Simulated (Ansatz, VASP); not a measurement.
# One calculation of Mo, two programs

The input INCAR:

```
SYSTEM = Mo
PREC = Accurate
ENCUT = 520
EDIFF = 1E-6
ISMEAR = 0
SIGMA = 0.15
LREAL = .False.
LASPH = .True.
NELM = 100
ALGO = Fast
ISIF = 2
LWAVE = .False.
LCHARG = .False.
GGA = PS
NBANDS = 13
```

File KPOINTS:

```
Automatic mesh
0
Gamma
  30 30 30
  0 0 0
```

POSCAR

```
Mo
1.0
   -1.6997561511      1.6997561511      1.3258097978
    1.6997561511     -1.6997561511      1.3258097978
    1.6997561511      1.6997561511     -1.3258097978
Mo
1
Direct
    0.0000000000      0.0000000000      0.0000000000
```

Input for Ansatz:

```yaml
crystal:
  lattice:
    - [-1.6997561511, 1.6997561511, 1.3258097978]
    - [1.6997561511, -1.6997561511, 1.3258097978]
    - [1.6997561511, 1.6997561511, -1.3258097978]
  atoms:
    - { symbol: Mo, position: [0.0, 0.0, 0.0] }
basis:
  ecutwfc: 420
kpoints:
  mp_grid: { grid: [30, 30, 30] }
hamiltonian:
  xc: pbesol
scf:
  occupations: { method: gaussian, width: 0.15 }
output:
  forces: true
  stress: true
  eigenvalues: true
```

Alike in both runs: task single point; functional PBEsol; k mesh 30 × 30 × 30; occupations gaussian, width 0.15 eV; no spin polarisation.

|  | VASP | Ansatz |
| --- | --- | --- |
| version | VASP 6.6.1 | Ansatz 0.2.0 |
| potentials or method | VASP PAW PBE potentials, release 64 (Mo_sv) | scalar-relativistic, plane waves, PAW |
| plane-wave cutoff (eV) | 520 | 420 |
| valence electrons in the cell | 14 | 14 |

```csv
,VASP,Ansatz,Ansatz less VASP
gap on the k mesh at the Fermi level (eV),none,none,-
pressure (GPa),7.5,7.0,-0.53
largest component of the traceless stress (GPa),20.56,20.49,-0.070
```

A gap of «none» marks a metal or a gap that the smearing closes. With one functional, cell and mesh, what is left measures potentials, basis and numerics.

Caveats: the PAW data sets were made with another functional, which shifts forces and pressure a little (VASP).
